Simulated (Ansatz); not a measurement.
NaI built on the zincblende prototype, relaxed with r2SCAN, was run in the plane-wave code Ansatz under altered settings. All numbers are computed, without spin polarisation but where a row says otherwise.

```
CELL_PARAMETERS angstrom
0.00000 3.54319 3.54319
3.54319 0.00000 3.54319
3.54319 3.54319 0.00000
ATOMIC_POSITIONS crystal
Na 0.00000 0.00000 0.00000
I 0.25000 0.25000 0.25000
```

The base run's other keys:
```yaml
kpoints:
  mp_grid: { grid: [4, 4, 4] }
hamiltonian:
  xc: hse06
scf:
  occupations: { method: fixed }
  n_extra_bands: 4
```

It takes 10 iterations with 1807 plane waves at 420 eV and 8 k points, and leaves a mean stress of +0.19 GPa. The gap over this mesh is 4.812 eV.

Outcomes, with energy and stress as changes against the base:

| setting | outcome | ΔF (meV/atom) | Δ mean stress (GPa) | gap on the mesh (eV) | iterations |
| --- | --- | --- | --- | --- | --- |
| PBE hybrid, exx coeff 1.5, omega 0.3 1/Å | refused | – | – | – | – |
| PBE hybrid, exx coeff 1.5, unscreened | refused | – | – | – | – |
| PBE hybrid, exx coeff 0.1, omega 0.2078 1/Å | converged | – | +0.1 | 4.215 | 9 |
| scf.occupations: methfessel_paxton 4 | not converged | – | – | – | 29 |
| scf.eigensolver.kind: dense | cut off | – | – | – | 10 |

A dash marks a value that wasn't obtained or can't be compared. «Cut off» means the job's short time limit, which needn't be the setting's fault. Stress is positive in compression.

- PBE hybrid, exx coeff 1.5, omega 0.3 1/Å. The program doesn't start. Error: invalid value for `hamiltonian.xc.exx.coeff`: must be finite and in (0, 1]; got 1.5
- PBE hybrid, exx coeff 1.5, unscreened. It is rejected at once. Error: invalid value for `hamiltonian.xc.exx.coeff`: must be finite and in (0, 1]; got 1.5
- PBE hybrid, exx coeff 0.1, omega 0.2078 1/Å. That is 10 % exact exchange, screened with ω = 0.2078 1/Å, against HSE06's 25 % screened at 0.208 1/Å. The mean stress moves by +0.1 GPa and the gap on the mesh by -0.597 eV (to 4.215). Totals of different functionals aren't comparable.
- scf.occupations: methfessel_paxton 4. The loop closes, but the program refuses the state that it reached. Error: refused after 8 iterations: little_group_invariance = 3.72e-2 (threshold 2.00e-3); the state that met every other criterion of the hybrid outer loop has lost the crystal's symmetry and is not regaining it fast enough for `scf.exx.max_outer_iter` (outer cycles, not inner-SCF steps) […]
- scf.eigensolver.kind: dense. It was cut off at its time limit, after 10 iterations (the base needs 10).

Spin-orbit coupling is left out, which matters wherever the heavy atoms make up the band edges.

The stress of a hybrid is loosely converged in these runs.

The meshes of the hybrids are coarse, so their gaps aren't converged to the digits shown.
